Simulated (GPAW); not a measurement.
Here is a GPAW 26.7.0 calculation.

File run.py:

```python
from ase import Atoms
from ase.filters import FrechetCellFilter
from ase.io import write
from ase.optimize import BFGS
from ase.units import GPa
from gpaw import GPAW, PW

atoms = Atoms(['Mo'],
              cell=[[-1.5838089719, 1.5838089719, 1.5838089719],
                    [1.5838089719, -1.5838089719, 1.5838089719],
                    [1.5838089719, 1.5838089719, -1.5838089719]],
              scaled_positions=[[0.0, 0.0, 0.0]],
              pbc=True)

calc = GPAW(mode=PW(600),
            xc='PBE',
            kpts={'size': (12, 12, 12), 'gamma': True},
            occupations={'name': 'fermi-dirac', 'width': 0.05},
            nbands=16,
            convergence={'density': 1e-05, 'forces': 0.0001},
            maxiter=150,
            txt='gpaw.txt')
atoms.calc = calc
opt = BFGS(FrechetCellFilter(atoms, scalar_pressure=30 * GPa), trajectory='relax.traj', logfile='-')
done = opt.run(fmax=0.02, steps=60)
calc.write('gs.gpw')
write('result.traj', atoms)
print('Converged:', done)
print('Cell:', atoms.cell.cellpar().round(4))
print('Volume:', round(atoms.get_volume(), 4))
print(atoms.get_scaled_positions().round(5))
```

Potentials or basis: GPAW PAW data sets (gpaw-data 1.2.1), pw.

Launch:

```bash
$ OMP_NUM_THREADS=1 python run.py
```

Task: What does it give for the space group after relaxing (to 0.05 Å)?

Result: Im-3m (No. 229).

Task: Estimate the relaxed volume.

Result: 14.34 Å³/atom.

Task: Predict the relaxed cell.

Result: a = 2.651 Å, b = 2.651 Å, c = 2.651 Å, α = 109.47°, β = 109.47°, γ = 109.47°.

Step by step:
| step | energy change (eV) | largest force (eV/Å) | pressure (GPa) | volume (Å³) |
| --- | --- | --- | --- | --- |
| 1 | 0.0000 | 0.0000 | -2.22 | 15.89 |
| 2 | 0.2315 | 0.0000 | 43.69 | 13.86 |
| 3 | 0.1135 | 0.0000 | 28.79 | 14.38 |
| 4 | 0.1218 | 0.0000 | 29.97 | 14.34 |

Caveat: later steps reuse the first step's grids.
